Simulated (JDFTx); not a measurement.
**Sb under changes of volume**

One of the cells (31.554 Å³/atom); the others are scaled copies at fixed shape and fractional positions:

```
CELL_PARAMETERS angstrom
3.16000 0.00000 0.00000
0.00000 3.16000 0.00000
0.00000 0.00000 3.16000
ATOMIC_POSITIONS crystal
Sb 0.00000 0.00000 0.00000
```

This isn't the form of Sb at room conditions, which is rhombohedral.

```yaml
Program: JDFTx 1.7.0 (patched build)
Functional: PBEsol
Potentials_or_basis: PseudoDojo-SR-PBEsol-0.4.1-standard with smoothed tails
Cutoff: 1088 eV
Density_cutoff: 4354 eV
k_mesh: 8 × 8 × 8
Occupations: fermi-dirac, width 0.05 eV
Spin: no spin polarisation
```

| volume (Å³/atom) | energy over the lowest point (meV/atom) | pressure (GPa) |
| --- | --- | --- |
| 29.661 | 0.00 | -1.7 |
| 30.292 | 8.58 | -2.8 |
| 30.923 | 21.43 | -3.8 |
| 31.554 | 38.06 | -4.7 |
| 32.186 | 57.98 | -5.5 |
| 32.817 | 80.86 | -6.2 |
| 33.448 | ? | ? |

Question: What does the run at 33.448 Å³/atom give?

Answer: Energy over the lowest point 106.31 meV/atom; pressure -6.8 GPa.

Worked out: A Birch-Murnaghan fit of order 3 (a polynomial in V^(-2/3)) to the other rows has its minimum at 28.90 Å³/atom, just outside them, with B0 = V·E''(V) = 65 GPa and B' = 4.7. It gives 106.29 meV/atom at 33.448 Å³/atom, against the run's 106.31, and -dE/dV = -6.8 GPa, against -6.8.

Energies are extrapolated to zero smearing.
